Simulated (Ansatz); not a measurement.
# Pt under changes of volume

One of the cells (15.904 Å³/atom); the others are scaled copies at fixed shape and fractional positions:

```
Pt
1.0
    -1.58422    1.58422    1.58422
     1.58422   -1.58422    1.58422
     1.58422    1.58422   -1.58422
Pt
1
Cartesian
  0.0000 0.0000 0.0000
```

This isn't the form of Pt at room conditions, which is fcc.

* Program: Ansatz 0.2.0
* Functional: LDA
* Potentials or basis: all-electron LAPW, scalar-relativistic
* Cutoff: 277 eV (chosen from the basis error)
* Basis error allowed: 0.001 eV/atom
* k mesh: 12 × 12 × 12
* Occupations: fermi-dirac, width 0.05 eV
* Spin: no spin polarisation

```tsv
volume (Å³/atom)	energy over the lowest point (meV/atom)	pressure (GPa)
14.950	0.00	-0.8
15.268	7.62	-6.6
15.586	?	?
15.904	53.97	-16.1
16.222	90.10	-20.0
16.540	133.39	-23.4
16.858	182.87	-26.3
```

**Question.** What does the run at 15.586 Å³/atom give?

**Answer.** Energy over the lowest point 26.07 meV/atom; pressure -11.7 GPa.

Worked out: A Birch-Murnaghan fit of order 3 (a polynomial in V^(-2/3)) to the other rows has its minimum at 14.91 Å³/atom, just outside them, with B0 = V·E''(V) = 298 GPa and B' = 5.4. It gives 26.07 meV/atom at 15.586 Å³/atom, against the run's 26.07, and -dE/dV = -11.8 GPa, against -11.7.

Energies are extrapolated to zero smearing.
